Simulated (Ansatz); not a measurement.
# Ga2O3: the cost of one run

Method: DFT PBE, scalar-relativistic, plane waves, PAW, in Ansatz 0.2.0.

2 further runs of the same task are left out: 2 set aside as unsound or not needed. Runs told in other sessions of the task aren't counted.

**1. Starting point**

It takes space group C2/m (No. 12, monoclinic). Conventional cell: a = 12.455 Å, b = 3.084 Å, c = 5.878 Å, α = 90.00°, β = 103.70°, γ = 90.00°. Ga (site symmetry m) has 4 O at 1.86 to 1.90 Å in its first shell of neighbours. Around Ga (site symmetry m) lie 6 O at 1.97 to 2.11 Å. O (site symmetry m) is surrounded by 3 Ga at 1.86 to 1.97 Å. O (site symmetry m) has 4 Ga at 1.90 to 2.11 Å in its first shell of neighbours.

Coordinates:

```
CELL_PARAMETERS angstrom
6.22743 -1.54176 0.01149
6.22743 1.54176 0.01149
-1.40272 0.00000 5.70769
ATOMIC_POSITIONS crystal
Ga 0.08991 0.08991 0.79472
Ga 0.91009 0.91009 0.20528
Ga 0.65850 0.65850 0.31420
Ga 0.34150 0.34150 0.68580
O 0.16349 0.16349 0.10921
O 0.83651 0.83651 0.89079
O 0.17370 0.17370 0.56436
O 0.82630 0.82630 0.43564
O 0.49602 0.49602 0.25668
O 0.50398 0.50398 0.74332
```

It is the result of an earlier relaxation at this level (volume 10.97 Å³/atom; gap on the mesh: 2.01 eV).

**2. Static run: bands, density of states and charges**

Input file input.yaml:

```yaml
crystal:
  lattice:
    - [6.2274305698, -1.5417565254, 0.0114918241]
    - [6.2274305698, 1.5417565254, 0.0114918241]
    - [-1.4027229106, 0.0, 5.7076943272]
  atoms:
    - { symbol: Ga, position: [0.0899134334, 0.0899134334, 0.7947233178] }
    - { symbol: Ga, position: [0.9100865666, 0.9100865666, 0.2052766822] }
    - { symbol: Ga, position: [0.6585007301, 0.6585007301, 0.3141978919] }
    - { symbol: Ga, position: [0.3414992699, 0.3414992699, 0.6858021081] }
    - { symbol: O, position: [0.1634883762, 0.1634883762, 0.1092060597] }
    - { symbol: O, position: [0.8365116238, 0.8365116238, 0.8907939403] }
    - { symbol: O, position: [0.1737013134, 0.1737013134, 0.5643594345] }
    - { symbol: O, position: [0.8262986866, 0.8262986866, 0.4356405655] }
    - { symbol: O, position: [0.4960195701, 0.4960195701, 0.2566813643] }
    - { symbol: O, position: [0.5039804299, 0.5039804299, 0.7433186357] }
basis:
  ecutwfc: 420
kpoints:
  mp_grid: { grid: [10, 10, 6] }
  band_path:
    path:
      - [[0.0, 0.0, 0.0], [-0.26623412, 0.26623412, 0.0]]
      - [[-0.73376588, -0.26623412, 0.0], [-0.5, -0.5, 0.0], [0.0, 0.0, 0.0], [-0.5, -0.5, 0.5], [-0.74191434, -0.25808566, 0.5]]
      - [[-0.25808566, 0.25808566, 0.5], [0.0, 0.0, 0.5], [0.0, 0.0, 0.0]]
      - [[-0.5, 0.0, 0.5], [0.0, 0.0, 0.0], [-0.5, 0.0, 0.0]]
    npoints: 14
hamiltonian:
  xc: pbe
scf:
  occupations: { method: gaussian, width: 0.02 }
  n_extra_bands: 25
output:
  forces: true
  stress: true
  eigenvalues: true
  populations: true
  dos: { projected: true, de: 0.02, nscf_kmesh: { grid: [15, 15, 9] } }
  bader: true
  write_density: true
  write_potential: true
  elf: true
  volumetric_format: npy
```

The run is started by

```
$ ansatz run input.yaml --threads 2 --pin off --max-ram 5120MiB --backend cpu --events-out ev --progress --plain --runs-dir out
```

Q: Estimate wall time and peak memory on 2 threads of Arm Neoverse V2, shared host.

About 2.6 min, with a peak of 2.2 GiB.
